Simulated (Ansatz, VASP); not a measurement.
HfC: VASP beside Ansatz

```xyz
2
Lattice="0.1277 2.2289 2.3926 2.5203 0.0000 2.5203 2.3690 2.2053 0.1513" Properties=species:S:1:pos:R:3 pbc="T T T"
Hf    2.4448    2.1847    2.5959
C     0.0638    0.0324   -0.0638
```

Alike in both runs: task single point; functional PBE; k mesh 14 × 14 × 14; occupations gaussian, width 0.1 eV; no spin polarisation.

|  | VASP | Ansatz |
| --- | --- | --- |
| version | VASP 6.6.1 | Ansatz 0.2.0 |
| potentials or method | VASP PAW PBE potentials, release 64 (Hf_pv, C) | scalar-relativistic, plane waves, PAW |
| plane-wave cutoff (eV) | 520 | 420 |
| valence electrons in the cell | 14 | 30 |

|  | VASP | Ansatz | Ansatz less VASP |
| --- | --- | --- | --- |
| gap on the k mesh at the Fermi level (eV) | none | none | - |
| pressure (GPa) | 4.8 | 5.4 | +0.59 |
| largest component of the traceless stress (GPa) | 17.85 | 17.63 | -0.218 |
| rms of the force components (eV/Å) | 0.582 | 0.591 | +0.0085 |

Atom by atom the forces differ by 0.014 eV/Å (rms over components). A gap of «none» marks a metal or a gap that the smearing closes. With one functional, cell and mesh, what is left measures potentials, basis and numerics. The two sets of potentials don't hold the same shells in valence.

Caveats: forces of over 1 eV/Å show positions far from the minimum, so gaps and moduli don't describe the material at rest. Spin-orbit coupling is left out, which matters for the levels of Hf.
